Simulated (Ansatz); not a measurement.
# Moving the choice of potentials or basis in Li2S

Space group Fm-3m (No. 225). a = 5.689 Å, b = 5.689 Å, c = 5.689 Å, α = 90.00°, β = 90.00°, γ = 90.00°
```tsv
atom	site	symmetry	x	y	z
S	4a	m-3m	0.0000	0.0000	0.0000
Li	8c	-43m	0.2500	0.2500	0.7500
```

Kept alike: task band structure; functional PBE; k mesh 8 × 8 × 8; occupations fermi-dirac, width 0.05 eV; no spin polarisation. Program: Ansatz. Cutoffs run from 420 to 1306 eV. The mesh is that of the run's cell of 3 atoms. No spin-orbit coupling.

| choice of potentials or basis | band gap (eV) |
| --- | --- |
| Ansatz PAW | 3.388 |
| Ansatz PAW (files of its older set among them) | 3.388 |
| JTH PAW | 3.383 |
| PseudoDojo standard (PBE files) | 3.391 |
| PseudoDojo stringent (PBE files) | 3.391 |
| SPMS NC | 3.390 |

Gaps are the smaller of the mesh's and the band path's.

**Question.** What does the choice of potentials or basis change here?

**Answer.** The band gap runs from 3.383 (JTH PAW) to 3.391 eV (PseudoDojo standard (PBE files); PseudoDojo stringent (PBE files)).
